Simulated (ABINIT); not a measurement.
**Ge: single point with PBE**

Crystal: Ge.

```
Ge
1.0
     3.99759    0.00000    0.00000
    -1.99879    3.46201    0.00000
     0.00000    0.00000    6.59938
Ge
4
Direct
  0.33333 0.66667 0.93710
  0.66667 0.33333 0.43710
  0.33333 0.66667 0.56290
  0.66667 0.33333 0.06290
```

This isn't the form of Ge at room conditions, which is diamond.

- Program: ABINIT 10.8.3 (patched build)
- Task: single point
- Functional: PBE
- Potentials or basis: Ansatz PAW PBE default generated set, frozen core
- Cutoff: 419 eV
- k mesh: 6 × 6 × 3
- Occupations: fermi-dirac, width 0.05 eV
- Spin: spin-orbit coupling, no magnetisation
- Fine-grid cutoff: 838.111 eV

```
Pressure               : 3.0 GPa
Largest force          : 0.017 eV/Å
Band gap on the k mesh : 0.10 eV, direct
```

Forces in eV/Å, atoms in the order of the input:
```
Ge   0.000  0.000 -0.017
Ge   0.000  0.000 -0.017
Ge   0.000  0.000  0.017
Ge   0.000  0.000  0.017
```

Stress tensor (GPa, compression positive):
```
3.20 0.00 0.00
0.00 3.20 0.00
0.00 0.00 2.71
```

Levels at points of the mesh, in eV from the valence-band top:
| k point | band 52 | band 53 | band 54 | band 55 | band 56 | band 57 | band 58 | band 59 | band 60 | band 61 |
| --- | --- | --- | --- | --- | --- | --- | --- | --- | --- | --- |
| (0.00, 0.00, 0.00) | -0.23 | -0.07 | -0.07 | 0.00 | 0.00 | 0.10 | 0.10 | 0.23 | 0.23 | 2.19 |
| (0.50, 0.00, 0.00) | -3.06 | -2.80 | -2.80 | -1.44 | -1.44 | 0.55 | 0.55 | 1.66 | 1.66 | 3.57 |

It took 4.2 min on 1 thread of Arm Neoverse V1, with other jobs on the host, peak memory 0.32 GiB.

Caveat: an odd mesh through Γ misses points on the zone boundary, where band edges often lie; the atomic spheres overlap.
